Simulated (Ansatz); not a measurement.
# PbS: frozen-core PAW against all-electron methods

```xyz
2
Lattice="0.0000 2.9650 2.9650 2.9650 0.0000 2.9650 2.9650 2.9650 0.0000" Properties=species:S:1:pos:R:3 pbc="T T T"
Pb    0.0000    0.0000    0.0000
S     2.9650    2.9650    2.9650
```

Atom numbers follow the list: Pb1, S2.

The cell is COD entry 9000001, as deposited and not checked against the literature; nothing was relaxed.

No spin–orbit coupling, which matters for the heavy atoms here.

Levels of theory: DFT, PBE, PAW with Ansatz's default frozen-core files, scalar-relativistic (Ansatz 0.2.0); DFT, PBE, all-electron LAPW, scalar-relativistic (Ansatz 0.2.0).

For PAW: a Γ-centred 8×8×8 k mesh, Fermi–Dirac smearing of 0.01 eV, cutoff 420 eV, no spin polarisation. LAPW targets a basis error of 0.5 meV/atom. The Ansatz runs share mesh, smearing and spin set-up. Plane-wave (PAW) pressures include the program's estimate of the Pulay term.

Stress and pressure are positive in compression.

Levels count from the top of the valence band.

PAW results:

| quantity | PAW |
| --- | --- |
| pressure (GPa) | 2.28 |
| band gap (eV) | 0.354 |
| highest filled level at Γ (eV) | -2.186 |
| lowest empty level at Γ (eV) | 5.211 |
| highest filled level at X (eV) | -3.456 |
| lowest empty level at X (eV) | 3.843 |
| highest filled level at U (eV) | -2.494 |
| lowest empty level at U (eV) | 3.318 |

(1) What does all-electron LAPW give for the same quantities?

Results:

(1) 
```csv
quantity,LAPW
pressure (GPa),2.29
band gap (eV),0.353
highest filled level at Γ (eV),-2.187
lowest empty level at Γ (eV),5.210
highest filled level at X (eV),-3.457
lowest empty level at X (eV),3.841
highest filled level at U (eV),-2.495
lowest empty level at U (eV),3.317
```
